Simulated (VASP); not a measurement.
# As (R-3m) in VASP: a series of runs

The runs below take As through single point, relaxation of cell and atoms, relaxation of the atoms, with PBE, optPBE-vdW, r2SCAN+D4, TPSSh+D3(BJ).

Everything below comes from runs of VASP 6.6.1. Logs are shortened: lines on timing, memory, paths and dates and some standing lists are left out, and cuts for length are marked.

**1. The crystal as given**

It takes space group R-3m (No. 166, trigonal). The conventional cell has a = 3.762 Å, b = 3.762 Å, c = 10.542 Å, α = 90.00°, β = 90.00°, γ = 120.00°. As (site symmetry 3m) has 3 As at 2.51 Å as nearest neighbours.

**2. Single point, PBE**

Contents of INCAR:

```
PREC     = Accurate       # precision mode
ENCUT    = 450            # plane-wave cutoff, eV
EDIFF    = 1E-7           # SCF threshold, eV
ISMEAR   = 0              # smearing method
SIGMA    = 0.02           # smearing width, eV
LREAL    = F              # projectors in reciprocal space
LASPH    = T              # aspherical terms in the spheres
NELM     = 80             # most SCF steps
ALGO     = Normal         # electronic algorithm
ISIF     = 2              # what is computed and relaxed
LWAVE    = F              # write WAVECAR
LCHARG   = T              # write CHGCAR
GGA      = PE             # functional
LELF     = T              # ELF
LVHAR    = T
```

Contents of KPOINTS:

```
Automatic mesh
0
Gamma
  5 5 5
```

Contents of POSCAR:

```
As
1.0
    1.8807968987      1.0858785957      3.5140619945
   -1.8807968987      1.0858785957      3.5140619945
    0.0000000000     -2.1717571915      3.5140619945
As
2
Direct
    0.2260000000      0.2260000000      0.2260000000
    0.7740000000      0.7740000000      0.7740000000
```

Potentials or basis: VASP PAW PBE potentials, release 64 (As_GW).

Started as:

```
$ cat potpaw_PBE.64/As_GW/POTCAR > POTCAR
$ mpirun -np 1 vasp_std > vasp.out
```

OUTCAR:

```text
PREC = Accurate
   ENCUT = 450
   EDIFF = 1E-7
   ISMEAR = 0
   LREAL = F
   LASPH = T
   NELM = 80
   ISIF = 2
   GGA = PE

 ion  position               nearest neighbor table
   1  0.226  0.226  0.226-   2 2.51   2 2.51   2 2.51
   2  0.774  0.774  0.774-   1 2.51   1 2.51   1 2.51

  LATTYP: Found a trigonal (rhomboedric) cell.
 ALAT       =     4.1310000000
 COS(alpha) =     0.5854247172

  Lattice vectors:

 A1 = (   1.8807968987,   1.0858785957,   3.5140619945)
 A2 = (  -1.8807968987,   1.0858785957,   3.5140619945)
 A3 = (   0.0000000000,  -2.1717571915,   3.5140619945)

Analysis of symmetry for initial positions (statically):
=====================================================================
 Subroutine PRICEL returns:
 Original cell was already a primitive cell.

 Routine SETGRP: Setting up the symmetry group for a
 trigonal (rhombohedral) supercell.

 Subroutine GETGRP returns: Found 12 space group operations
 (whereof 12 operations were pure point group operations)
 out of a pool of 12 trial point group operations.

The static configuration has the point symmetry D_3d.

Analysis of symmetry for dynamics (positions and initial velocities):
=====================================================================
 Subroutine PRICEL returns:
 Original cell was already a primitive cell.

 Routine SETGRP: Setting up the symmetry group for a
 trigonal (rhombohedral) supercell.

 Subroutine GETGRP returns: Found 12 space group operations
 (whereof 12 operations were pure point group operations)
 out of a pool of 12 trial point group operations.

The dynamic configuration has the point symmetry D_3d.

 Subroutine INISYM returns: Found 12 space group operations
 (whereof 12 operations are pure point group operations),
 and found     1 'primitive' translations

----------------------------------------------------------------------------------------

                                     Primitive cell

  volume of cell :      43.0610

  direct lattice vectors                    reciprocal lattice vectors
     1.880796899  1.085878596  3.514061995     0.265844760  0.153485544  0.094856987
    -1.880796899  1.085878596  3.514061995    -0.265844760  0.153485544  0.094856987
     0.000000000 -2.171757191  3.514061995     0.000000000 -0.306971087  0.094856987

  length of vectors
     4.131000000  4.131000000  4.131000000     0.321292852  0.321292852  0.321292852

  position of ions in fractional coordinates (direct lattice)
     0.226000000  0.226000000  0.226000000
     0.774000000  0.774000000  0.774000000

  ion indices of the primitive-cell ions
   primitive index   ion index
                 1           1
                 2           2

----------------------------------------------------------------------------------------

 KPOINTS: Automatic mesh

Automatic generation of k-mesh.
 Grid dimensions read from file:
 generate k-points for:    5    5    5

 Generating k-lattice:

  Cartesian coordinates                     Fractional coordinates (reciprocal lattice)
     0.053168952  0.030697109  0.018971397     0.200000000  0.000000000 -0.000000000
    -0.053168952  0.030697109  0.018971397     0.000000000  0.200000000 -0.000000000
     0.000000000 -0.061394217  0.018971397    -0.000000000 -0.000000000  0.200000000

  Length of vectors
     0.064258570  0.064258570  0.064258570

  Shift w.r.t. Gamma in fractional coordinates (k-lattice)
     0.000000000  0.000000000  0.000000000

 Subroutine IBZKPT returns following result:
 ===========================================

 Found     19 irreducible k-points:

 Following reciprocal coordinates:
            Coordinates               Weight
  0.000000  0.000000  0.000000      1.000000
  0.200000  0.000000  0.000000      6.000000
  0.400000  0.000000  0.000000      6.000000
  0.200000  0.200000  0.000000      6.000000
  0.400000  0.200000 -0.000000     12.000000
 -0.400000  0.200000  0.000000     12.000000
[... 11 lines left out ...]
  0.400000  0.400000  0.400000      2.000000
 -0.400000  0.400000  0.400000      6.000000
   k-points           NKPTS =     19   k-points in BZ     NKDIM =     19   number of bands    NBANDS=      9
   number of dos      NEDOS =    301   number of ions     NIONS =      2
   total plane-waves  NPLWV =  27000
   dimension x,y,z NGX =    30 NGY =   30 NGZ =   30
   dimension x,y,z NGXF=    60 NGYF=   60 NGZF=   60
   ions per type =               2
   NGX,Y,Z   is equivalent  to a cutoff of  12.07, 12.07, 12.07 a.u.
   NGXF,Y,Z  is equivalent  to a cutoff of  24.15, 24.15, 24.15 a.u.
 SYSTEM =  unknown system
   PREC   = accura    normal or accurate (medium, high low for compatibility)
   ISTART =      0    job   : 0-new  1-cont  2-samecut
   ICHARG =      2    charge: 1-file 2-atom 10-const
   ISPIN  =      1    spin polarized calculation?
   LNONCOLLINEAR =      F non collinear calculations
   LSORBIT =      F    spin-orbit coupling
   LASPH  =      T    aspherical Exc in radial PAW
   ENCUT  =  450.0 eV  33.07 Ry    5.75 a.u.   7.15  7.15  7.15*2*pi/ulx,y,z
   NELM   =     80;   NELMIN=  2; NELMDL= -5     # of ELM steps
   EDIFF  = 0.1E-06   stopping-criterion for ELM
   LREAL  =      F    real-space projection
   EDIFFG = 0.1E-05   stopping-criterion for IOM
   NSW    =      0    number of steps for IOM
   IBRION =     -1    ionic relax: 0-MD 1-quasi-New 2-CG
   NFREE  =      0    steps in history (QN), initial steepest desc. (CG)
   ISIF   =      2    stress and relaxation
   ISYM   =      2    0-nonsym 1-usesym 2-fastsym
   POTIM  = 0.5000    time-step for ionic-motion
   TEBEG  =    0.0;   TEEND  =   0.0 temperature during run
   PSTRESS=    0.0 pullay stress
   NELECT =      10.0000    total number of electrons
   NUPDOWN=      -1.0000    fix difference up-down
   EMIN   =  10.00;   EMAX   =-10.00  energy-range for DOS
   EFERMI =   0.00;   METHOD = LEGACY
   ISMEAR =     0;   SIGMA  =   0.02  broadening in eV -4-tet -1-fermi 0-gaus
   EFERMI_NEDOS =   21; number of points for ismear=-14 and -15
   IALGO  =     38    algorithm
   IMIX   =      4    mixing-type and parameters
     AMIX     =   0.40;   BMIX     =  1.00
     AMIX_MAG =   1.60;   BMIX_MAG =  1.00
  volume/ion in A,a.u.               =      21.53       145.29
  Fermi-wavevector in a.u.,A,eV,Ry     =   1.006268  1.901570 13.776916  1.012575
  Thomas-Fermi vector in A             =   2.138999
   LORBIT       =      0    0 simple, 1 ext, 2 COOP (PROOUT), +10 PAW based schemes
   GGA     = PE    functional components
   LHFCALC =     F    Hartree Fock is set to
   AEXX    =    0.0000 exact exchange contribution
   IVDW    =     0    specifies the selected vdW correction
   LEPSILON=     F    determine dielectric tensor
   LRPA    =     F    only Hartree local field effects (RPA)
 non-spin polarized calculation
 Gauss-broadening in eV      SIGMA  =   0.02
  energy-cutoff  :      450.00
  volume of cell :       43.06
 maximum number of plane-waves:       961
 NGX is ok and might be reduce to    30
   NGX = 15   NGY = 15   NGZ = 15

 number of electron      10.0000000 magnetization

 Free energy of the ion-electron system (eV)
  ---------------------------------------------------
  ext. energy  EPLUGINS =         0.00000000
  ---------------------------------------------------
  free energy    TOTEN  =        -9.37899629 eV

  energy without entropy =       -9.37898531  energy(sigma->0) =       -9.37899080

 E-fermi :   5.5756     XC(G=0):  -9.9706

 val. band max:        5.5327660492   @ k =   0.4000   0.2000   0.2000
 cond. band min:       5.6184775920   @ k =   0.4000   0.0000   0.0000
 fundamental gap:      0.0857115429
 Fermi energy:         5.5756218221

 k-point     1 :       0.0000    0.0000    0.0000
  band No.  band energies     occupation
      1      -9.6080      2.00000
      2      -0.3514      2.00000
      3       2.9662      2.00000
      4       3.4239      2.00000
      5       3.4239      2.00000
      6       7.0700      0.00000
      7       8.3655      0.00000
      8       8.3655      0.00000
      9      12.3322      0.00000

 k-point     2 :       0.2000    0.0000    0.0000
  band No.  band energies     occupation
      1      -9.0748      2.00000
      2      -1.9631      2.00000
      3       2.7540      2.00000
      4       3.0805      2.00000
      5       3.7250      2.00000
      6       7.0193      0.00000
      7       7.7754      0.00000
      8       7.9087      0.00000
      9      11.2181      0.00000

 k-point     3 :       0.4000    0.0000    0.0000
  band No.  band energies     occupation
      1      -7.5651      2.00000
      2      -4.7756      2.00000
      3       2.6191      2.00000
      4       2.6524      2.00000
      5       4.6341      2.00000
      6       5.6185      0.00244
      7       6.1962      0.00000
      8       7.0127      0.00000
      9      12.9895      0.00000

 k-point     4 :       0.2000    0.2000    0.0000
  band No.  band energies     occupation
      1      -8.9686      2.00000
      2      -1.9526      2.00000
      3       1.7507      2.00000
      4       2.4979      2.00000
      5       4.1999      2.00000
      6       6.9282      0.00000
      7       7.7089      0.00000
      8       9.3100      0.00000
      9      11.1931      0.00000
[... 145 lines left out ...]
 k-point    17 :      -0.4000   -0.4000    0.2000
  band No.  band energies     occupation
      1      -6.8908      2.00000
      2      -4.5175      2.00000
      3      -0.7595      2.00000
      4       1.6130      2.00000
      5       2.2558      2.00000
      6       7.5467      0.00000
      7       9.6549      0.00000
      8      11.6764      0.00000
      9      12.1985      0.00000

 k-point    18 :       0.4000    0.4000    0.4000
  band No.  band energies     occupation
      1      -8.5184      2.00000
      2      -4.1592      2.00000
      3       3.6356      2.00000
      4       3.6356      2.00000
      5       4.7809      2.00000
      6       6.4184      0.00000
      7       6.4184      0.00000
      8       7.3258      0.00000
      9      12.9563      0.00000

 k-point    19 :      -0.4000    0.4000    0.4000
  band No.  band energies     occupation
      1      -7.9092      2.00000
      2      -4.3045      2.00000
      3       0.5676      2.00000
      4       2.7445      2.00000
      5       4.2642      2.00000
      6       7.5370      0.00000
      7       7.5383      0.00000
      8       9.9204      0.00000
      9      12.7630      0.00000

------------------------ aborting loop because EDIFF is reached ----------------------------------------

  FORCE on cell =-STRESS in cart. coord.  units (eV):
  Direction    XX          YY          ZZ          XY          YZ          ZX
  --------------------------------------------------------------------------------------
  -------------------------------------------------------------------------------------
  Total        1.2468647      1.2468647      0.3761806     -0.0000000     -0.0000000      0.0000000
  in kB       46.3923162     46.3923162     13.9966170     -0.0000000     -0.0000000      0.0000000
  external PRESSURE =      35.5937498 kB  Pullay stress =       0.0000000 kB

 VOLUME and BASIS-vectors are now :
 -----------------------------------------------------------------------------
  energy-cutoff  :      450.00
  volume of cell :       43.06
      direct lattice vectors                 reciprocal lattice vectors
     1.880796899  1.085878596  3.514061995     0.265844760  0.153485544  0.094856987
    -1.880796899  1.085878596  3.514061995    -0.265844760  0.153485544  0.094856987
     0.000000000 -2.171757191  3.514061995     0.000000000 -0.306971087  0.094856987

 POSITION                                       TOTAL-FORCE (eV/Angst)
 -----------------------------------------------------------------------------------
      0.00000     -0.00000      2.38253         0.000000     -0.000000      0.293952
      0.00000     -0.00000      8.15965         0.000000      0.000000     -0.293952
 -----------------------------------------------------------------------------------
    total drift:                                0.000000     -0.000000      0.000000

  FREE ENERGIE OF THE ION-ELECTRON SYSTEM (eV)
  ---------------------------------------------------
  free  energy   TOTEN  =        -9.3789962895 eV

  energy  without entropy=       -9.3789853084  energy(sigma->0) =       -9.37899080
```

Wall time 11 s (1 thread of Intel Xeon Platinum 8488C (Sapphire Rapids), shared host); peak memory 0.16 GiB.

What came out:

- Free energy: -9.3790 eV
- Pressure: 3.6 GPa
- Largest force: 0.294 eV/Å
- Band gap on the k mesh: 0.09 eV, indirect (least direct gap 0.53 eV)

Forces on the atoms (eV/Å):
```
As   0.000  0.000  0.294
As   0.000  0.000 -0.294
```

Stress tensor (GPa, compression positive):
```
4.64 0.00 0.00
0.00 4.64 0.00
0.00 0.00 1.40
```

Levels at points of the mesh, in eV from the valence-band top:
```tsv
k point	band 3	band 4	band 5	band 6	band 7	band 8
(0.00, 0.00, 0.00)	-2.57	-2.11	-2.11	1.54	2.83	2.83
```

Caveat: an odd mesh through Γ misses points on the zone boundary, where band edges often lie.

**3. Single point, PBE**

Edit INCAR of step 2 so:

```diff
@@ -7,3 +7,3 @@
 LASPH    = T              # aspherical terms in the spheres
-NELM     = 80             # most SCF steps
+NELM     = 60             # most SCF steps
 ALGO     = Normal         # electronic algorithm
@@ -11,5 +11,3 @@
 LWAVE    = F              # write WAVECAR
-LCHARG   = T              # write CHGCAR
+LCHARG   = F              # write CHGCAR
 GGA      = PE             # functional
-LELF     = T              # ELF
-LVHAR    = T
```

Contents of KPOINTS:

```
regular mesh
0
Gamma
  4 4 4
```

POSCAR is that of step 2.

Potentials or basis: VASP PAW PBE potentials, release 64 (As_GW).

Started as:

```
$ cat potpaw_PBE.64/As_GW/POTCAR > POTCAR
$ mpirun -np 1 vasp_std > vasp.out
```

Run time: 6.1 s. Hardware: 1 thread of Intel Xeon Platinum 8259CL at 2.50GHz (Skylake/Cascade Lake), shared host; peak memory 0.15 GiB.

The run converged. Its results:

| Property | Result |
| --- | --- |
| Free energy | -9.4041 eV |
| Pressure | 4.0 GPa |
| Largest force | 0.152 eV/Å |
| Band gap on the k mesh | 0.07 eV, direct |

Forces in eV/Å, atoms in the order of the input:
```
As   0.000  0.000  0.152
As   0.000  0.000 -0.152
```

Stress tensor (GPa, compression positive):
```
5.15 0.00 0.00
0.00 5.15 0.00
0.00 0.00 1.61
```

Levels at points of the mesh, in eV from the valence-band top:
```
           k point  band 1  band 2  band 3  band 4  band 5  band 6  band 7  band 8  band 9
(0.00, 0.00, 0.00)  -14.68   -5.42   -2.11   -1.65   -1.65    2.00    3.29    3.29    7.26
(0.50, 0.00, 0.00)  -11.95  -10.72   -2.48   -2.42    0.00    0.07    0.77    1.80    9.36
(0.50, 0.50, 0.00)  -11.91   -9.35   -5.59   -3.82   -3.76    1.82    5.86    7.29    7.68
(0.50, 0.50, 0.50)  -13.41   -9.59   -1.40   -1.40   -0.23    1.17    1.17    2.22    8.40
```

Caveat: the k mesh is coarse (spacing up to 0.50 Å⁻¹), so the values aren't converged.

**4. Relaxation of cell and atoms, optPBE-vdW, spin-orbit coupling, no magnetisation**

Contents of INCAR:

```
PREC     = Accurate       # precision mode
ENCUT    = 600            # plane-wave cutoff, eV
EDIFF    = 1E-6           # SCF threshold, eV
ISMEAR   = 0              # smearing method
SIGMA    = 0.01           # smearing width, eV
LREAL    = False          # projectors in reciprocal space
LASPH    = True           # aspherical terms in the spheres
NELM     = 60             # most SCF steps
ALGO     = Fast           # electronic algorithm
ISIF     = 3              # what is computed and relaxed
LWAVE    = False          # write WAVECAR
LCHARG   = False          # write CHGCAR
MAGMOM   = 0 0 0 0 0 0    # initial moments
LORBIT   = 11             # projections on sites
LSORBIT  = True           # spin-orbit coupling
GGA_COMPAT= False        
GGA      = OR             # functional
LUSE_VDW = True         
AGGAC    = 0.0          
IBRION   = 2              # ionic algorithm
NSW      = 60             # ionic steps
EDIFFG   = -0.01          # ionic threshold
```

KPOINTS is that of step 3.

Contents of POSCAR:

```
As
4.131
    0.455288525466      0.262860952723      0.850656498305
   -0.455288525466      0.262860952723      0.850656498305
    0.000000000000     -0.525721905471      0.850656498305
As
2
Direct
    0.2260000000      0.2260000000      0.2260000000
    0.7740000000      0.7740000000      0.7740000000
```

Potentials or basis: VASP PAW PBE potentials, release 64 (As).

Started as:

```
$ cat potpaw_PBE.64/As/POTCAR > POTCAR
$ mpirun -np 1 vasp_ncl > vasp.out
```

It took 14 min on 1 thread of Intel Xeon 6975P-C (Granite Rapids), shared host; peak memory 0.7 GiB.

The run converged, but some of its settings lie outside the range that counts as converged (typed here: k = 4 × 4 × 4), so its numbers aren't taken as properties of the crystal.

What came out:

| Quantity | Value |
| --- | --- |
| Free energy | -6.0248 eV |
| Relaxed volume | 23.29 Å³/atom |
| Relaxed cell | a = 4.220 Å, b = 4.220 Å, c = 4.220 Å, α = 54.71°, β = 54.71°, γ = 54.71° |
| Space group after relaxing (to 0.05 Å) | R-3m (No. 166) |
| Energy gained by relaxing | 31.7 meV/atom |
| Ionic steps | 9 |
| Pressure after relaxing | 0.0 GPa |
| Valence electrons inside the program's atomic spheres | As 2.68 |

Caveat: the k mesh is coarse (spacing up to 0.50 Å⁻¹), so the values aren't converged; the PAW data sets were made with another functional, which shifts forces and pressure a little.

**5. Relaxation of the atoms, r2SCAN+D4 (atoms moved at random, drawn with an rms of 0.02 Å)**

Contents of INCAR:

```
PREC = Accurate
ENCUT = 550
EDIFF = 1E-6
ISMEAR = 0
SIGMA = 0.01
LREAL = False
LASPH = True
NELM = 100
ALGO = Normal
ISIF = 2
LWAVE = False
LCHARG = False
METAGGA = R2SCAN
LMIXTAU = True
IVDW = 13
VDW_S6 = 1.0
VDW_S8 = 0.6018749
VDW_A1 = 0.51559235
VDW_A2 = 5.77342911
IBRION = 2
NSW = 60
EDIFFG = -0.005
```

Contents of KPOINTS:

```
Automatic mesh
0
Gamma
  9 9 9
```

Contents of POSCAR:

```
As
1.0
    1.8807968987      1.0858785957      3.5140619945
   -1.8807968987      1.0858785957      3.5140619945
    0.0000000000     -2.1717571915      3.5140619945
As
2
Selective dynamics
Direct
    0.2275980000      0.2198840000      0.2274260000  F F F
    0.7724990000      0.7691840000      0.7760550000  T T T
```

Potentials or basis: VASP PAW PBE potentials, release 64 (As_GW).

Started as:

```
$ cat potpaw_PBE.64/As_GW/POTCAR > POTCAR
$ mpirun -np 1 vasp_std > vasp.out
```

Wall time 11 min (1 thread of Intel Xeon 6975P-C (Granite Rapids), shared host); peak memory 0.31 GiB.

It converged, with:

```yaml
Free_energy: -29.7180 eV
Energy_gained_by_relaxing: 0.6 meV/atom
Ionic_steps: 6
Pressure_after_relaxing: 0.4 GPa
Band_gap_on_the_k_mesh: none (metal or under the smearing width)
Dispersion_energy_per_atom: -0.159 eV
```

Stress tensor (GPa, compression positive):
```
 0.27  0.00 -0.01
 0.00  0.27  0.00
-0.01  0.00  0.58
```

Step by step:
| step | energy change (eV) | largest force (eV/Å) | pressure (GPa) |
| --- | --- | --- | --- |
| 1 | 0.0000 | 0.1528 | 0.74 |
| 2 | -0.0009 | 0.0851 | 0.56 |
| 3 | -0.0012 | 0.0203 | 0.35 |
| 4 | -0.0012 | 0.0201 | 0.36 |
| 5 | -0.0013 | 0.0132 | 0.36 |
| 6 | -0.0013 | 0.0017 | 0.37 |

Final structure:
```
CELL_PARAMETERS angstrom
1.88080 1.08588 3.51406
-1.88080 1.08588 3.51406
0.00000 -2.17176 3.51406
ATOMIC_POSITIONS crystal
As 0.22760 0.21988 0.22743
As 0.77372 0.76616 0.77368
```

Levels at points of the mesh, in eV from the Fermi level:
| k point | band 2 | band 3 | band 4 | band 5 | band 6 | band 7 | band 8 | band 9 |
| --- | --- | --- | --- | --- | --- | --- | --- | --- |
| (0.00, 0.00, 0.00) | -6.03 | -2.81 | -2.30 | -2.30 | 1.72 | 2.94 | 2.94 | 7.19 |

Caveat: the PAW data sets were made with another functional, which shifts forces and pressure a little; pairwise dispersion overbinds metals, which lowers pressure and volume.

[end of part 1 of 2]
